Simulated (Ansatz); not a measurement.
Set up this calculation in Ansatz 0.2.0, as the native input.

| Quantity | Value |
| --- | --- |
| Task | relaxation of cell and atoms |
| Functional | RPBE |
| Dispersion | D3(BJ) |
| Potentials or basis | Ansatz PAW |
| Cutoff | 420 eV (not typed: the program's choice for these potentials) |
| k mesh | 12 × 12 × 4 |
| Occupations | fermi-dirac, width 0.05 eV |
| Spin | collinear spin, ferromagnetic start |
| Starting moments | [2.0, 2.0, 2.0, 2.0] μB |

Co:

```
Co
1.0
     2.47056    0.00000    0.00000
    -1.23528    2.13957    0.00000
     0.00000    0.00000    8.08823
Co
4
Direct
  0.66667 0.33333 0.75000
  0.00000 0.00000 0.50000
  0.33333 0.66667 0.25000
  0.00000 0.00000 0.00000
```

One way to write it, as run:

input.yaml

```yaml
crystal:
  lattice:
    - [2.4705617809, 0.0, 0.0]
    - [-1.2352808905, 2.1395692639, 0.0]
    - [0.0, 0.0, 8.0882338]
  atoms:
    - { symbol: Co, position: [0.6666666667, 0.3333333333, 0.75], spin: 2.0 }
    - { symbol: Co, position: [0.0, 0.0, 0.5], spin: 2.0 }
    - { symbol: Co, position: [0.3333333333, 0.6666666667, 0.25], spin: 2.0 }
    - { symbol: Co, position: [0.0, 0.0, 0.0], spin: 2.0 }
hamiltonian:
  xc: rpbe
  pseudopotentials: { kind: paw }
  dispersion: d3bj
magnetization:
  spin_polarized: true
kpoints:
  mp_grid: { grid: [12, 12, 4] }
scf:
  occupations: { method: fermi_dirac, width: 0.05 }
output:
  forces: true
  stress: true
  write_density: true
  write_potential: true
  elf: true
  volumetric_format: npy
relax:
  f_tol: 0.01
  max_steps: 40
  cell: { stress_tol: 0.05 }
```

Potentials or basis: Ansatz PAW.

Launch:

```sh
$ ansatz run input.yaml --threads 2 --pin off --max-ram 5120MiB --backend cpu --events-out ev --progress --plain --runs-dir out
```

It gave:

```yaml
Relaxed_volume: 9.76 Å³/atom
Relaxed_cell: a = 2.405 Å, b = 2.405 Å, c = 7.797 Å, α = 90.00°, β = 90.00°, γ = 120.00°
Space_group_after_relaxing_to_0.05_Å: P6_3/mmc (No. 194)
Energy_gained_by_relaxing: 64.4 meV/atom
Ionic_steps: 8
Pressure_after_relaxing: 0.0 GPa
Band_gap_on_the_k_mesh: none (metal or under the smearing width)
Net_moment: 6.21 μB per cell
Absolute_moment: 6.78 μB per cell
Site_moments: Co +1.63, +1.61 μB
```

Caveat: the plane-wave basis is chosen anew once the cell has moved, so the energies of steps on either side of that aren't comparable; pairwise dispersion overbinds metals, which lowers pressure and volume; the PAW data sets come from PBE, with cores solved anew for the run's functional, which leaves a small shift of forces and pressure.

Wall time 68 s on 2 threads of Arm Neoverse V1 (shared host), peak memory 0.51 GiB.
